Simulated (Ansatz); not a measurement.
# Guessed and relaxed cells of TiAl

The cell of TiAl is invented: random cell by space group and Wyckoff sites (I4/mmm, No. 139). Its size is a rough estimate.

start.cif

```cif
data_structure
_symmetry_space_group_name_H-M 'I4/mmm'
_symmetry_Int_Tables_number 139
_cell_length_a 4.0388
_cell_length_b 4.0388
_cell_length_c 7.4401
_cell_angle_alpha 90.000
_cell_angle_beta 90.000
_cell_angle_gamma 90.000
_cell_volume 121.36
loop_
_atom_site_label
_atom_site_type_symbol
_atom_site_symmetry_multiplicity
_atom_site_Wyckoff_symbol
_atom_site_fract_x
_atom_site_fract_y
_atom_site_fract_z
_atom_site_occupancy
Ti1 Ti 4 e 0.50000 0.50000 0.19398 1
Al1 Al 4 d 0.00000 0.50000 0.25000 1
```

These are results of Ansatz, DFT PBE, scalar-relativistic, plane waves, PAW, not measurements. Cutoff 420 eV, Gaussian smearing, Γ-centred meshes. Cell and atoms relax first on a coarse mesh and then on a finer one. In between, the cell is made exact in the group found at 0.06 Å. In metals the finer mesh still leaves noise of several meV/atom or more. The steps can't lower the symmetry of their start. No spin polarisation in the relaxation; trial moments died out in a coarse test.

end.cif

```cif
data_structure
_symmetry_space_group_name_H-M 'P4/mmm'
_symmetry_Int_Tables_number 123
_cell_length_a 3.8093
_cell_length_b 3.8093
_cell_length_c 2.5999
_cell_angle_alpha 90.000
_cell_angle_beta 90.000
_cell_angle_gamma 90.000
_cell_volume 37.73
loop_
_atom_site_label
_atom_site_type_symbol
_atom_site_symmetry_multiplicity
_atom_site_Wyckoff_symbol
_atom_site_fract_x
_atom_site_fract_y
_atom_site_fract_z
_atom_site_occupancy
Ti1 Ti 1 b 0.00000 0.00000 0.50000 1
Al1 Al 1 d 0.50000 0.50000 0.50000 1
```

The symmetry goes from I4/mmm (No. 139) to P4/mmm (No. 123), and the primitive cell from 4 to 2 atoms. The volume per atom grows by 24.3 %, from 15.2 to 18.9 Å³. The shortest distance goes from 2.06 Å (Ti–Al) to 2.60 Å (Al–Al and Ti–Ti). The energy falls by about 3.3 eV/atom (the start's value is from the coarse mesh). The end is written in a standard setting, so origin, axes and order of atoms can differ from the start's.

* Volume per atom: 18.86 Å³
* Density: 3.29 g/cm³
* Energy over the elements: +0.49 eV/atom
* Gap on the 14×14×22 mesh of the 2-atom cell: 0 eV (a metal)

Formation energies are uncorrected and refer to the elements' standard structures at the same level. A positive value: parting into the elements would lower its energy.

The last run used Gaussian smearing of 0.10 eV. A structure relaxed within its symmetry needn't be a true minimum. In all, the 3 runs took 2.2 min on 1 thread of Intel(R) Xeon(R) Processor @ 2.70GHz, with other jobs on the host. Another cell of TiAl relaxed alike, in P4/mmm (a cell as deposited in COD), lies 0.90 eV/atom lower, so this cell isn't the stable form at this level.
